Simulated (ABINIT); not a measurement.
A run of ABINIT 10.8.3 (patched build):

The input run.abi:

```
# Pseudopotentials
pp_dirpath "./"
pseudos "W.upf, S.upf"

# Structure
acell 6.4273633094 6.4273633094 6.4273633094 Angstrom
rprim
     0.2456683906     0.1418367115     0.9589209504
    -0.2456683906     0.1418367115     0.9589209504
     0.0000000000    -0.2836734229     0.9589209504
ntypat 2
znucl 74 16
natom 3
typat 1 2 2
xcart
     0.0000000000     0.0000000000     0.0000000000
     0.0000000000     0.0000000001    10.7426899999
     0.0000000000     0.0000000001    13.8730469999 Angstrom

# Plane-wave basis
ecut 37.0

# k points
kptopt 1
ngkpt 10 10 10
nshiftk 1
shiftk 0.0 0.0 0.0

# Exchange and correlation
ixc -116133

# Bands and occupations
nband 17
occopt 3
tsmear 0.00183747

# SCF cycle
nstep 100
tolvrs 1.0e-10

# Output
iomode 3
prtwf 0
prteig 0
prtebands 0
enunit 1
prtden 1
prtvha 1
prtvclmb 1
prtpot 1
prtelf 1
```

Potentials or basis: PseudoDojo NC SR PBEsol v0.4.1 standard.

The run is started by

```sh
$ abinit run.abi > log 2>&1
```

Hardware: 1 thread of Arm Neoverse V2 (shared host).

Estimate the wall time of this run.

Wall time 15 min on 1 thread of Arm Neoverse V2, with other jobs on the host, peak memory 0.29 GiB. Counts: scf iterations 12, mpi ranks 1, k points 116, bands 17, plane waves 3881.
